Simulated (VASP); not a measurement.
## Sb2Pt: single point with PBEsol

**Experimental background.**

A printed reference work, data compilation reports, for a bulk crystal of Sb2Pt: band gap 0.11 eV.

The system is Sb2Pt.

```
CELL_PARAMETERS angstrom
6.46337 0.00000 0.00000
0.00000 6.46337 0.00000
0.00000 0.00000 6.46337
ATOMIC_POSITIONS crystal
Sb 0.37436 0.37436 0.37436
Sb 0.12564 0.62564 0.87436
Sb 0.87436 0.12564 0.62564
Sb 0.62564 0.87436 0.12564
Sb 0.62564 0.62564 0.62564
Sb 0.87436 0.37436 0.12564
Sb 0.12564 0.87436 0.37436
Sb 0.37436 0.12564 0.87436
Pt 0.00000 0.00000 0.00000
Pt 0.50000 0.00000 0.50000
Pt 0.50000 0.50000 0.00000
Pt 0.00000 0.50000 0.50000
```

- Program: VASP 6.6.1
- Task: single point
- Functional: PBEsol
- Potentials or basis: VASP PAW PBE potentials, release 64 (Sb, Pt)
- Cutoff: 520 eV
- k mesh: 5 × 5 × 5
- Occupations: fermi-dirac, width 0.1 eV
- Spin: no spin polarisation
- Dipole correction: no
- Further INCAR settings: ALGO = Normal; EDIFF = 1e-06; NBANDS = 52

```
Pressure               : -0.2 GPa
Largest force          : 0.031 eV/Å
Band gap on the k mesh : zero (bands 40 and 41 overlap by 0.10 eV)
```

Forces on the atoms (eV/Å):
```
Sb  -0.018 -0.018 -0.018
Sb   0.018  0.018 -0.018
Sb  -0.018  0.018  0.018
Sb   0.018 -0.018  0.018
Sb   0.018  0.018  0.018
Sb  -0.018 -0.018  0.018
Sb   0.018 -0.018 -0.018
Sb  -0.018  0.018 -0.018
Pt   0.000  0.000  0.000
Pt   0.000  0.000  0.000
Pt   0.000  0.000  0.000
Pt   0.000  0.000  0.000
```

Levels at points of the mesh, in eV from the Fermi level:
| k point | band 36 | band 37 | band 38 | band 39 | band 40 | band 41 | band 42 | band 43 | band 44 | band 45 |
| --- | --- | --- | --- | --- | --- | --- | --- | --- | --- | --- |
| (0.00, 0.00, 0.00) | -2.34 | -1.74 | -0.54 | -0.54 | -0.54 | -0.03 | -0.03 | -0.03 | 0.83 | 3.22 |

Wall time 3.5 min on 1 thread of Oxide Virtual Turin-like Processor (shared host), peak memory 0.36 GiB.

Against the measured gap of Sb2Pt, 0.11 eV (a printed reference work, data compilation), the calculated 0.00 eV is off by -0.11 eV. Spin-orbit coupling on Pt, Sb is left out. The value is that of PBEsol on a finite k mesh, which can miss the band edges, without temperature or zero-point motion. Semilocal functionals fall short of measured gaps as a rule.

Caveat: the PAW data sets were made with another functional, which shifts forces and pressure a little; spin-orbit coupling is left out, which moves the levels of the heavy elements.
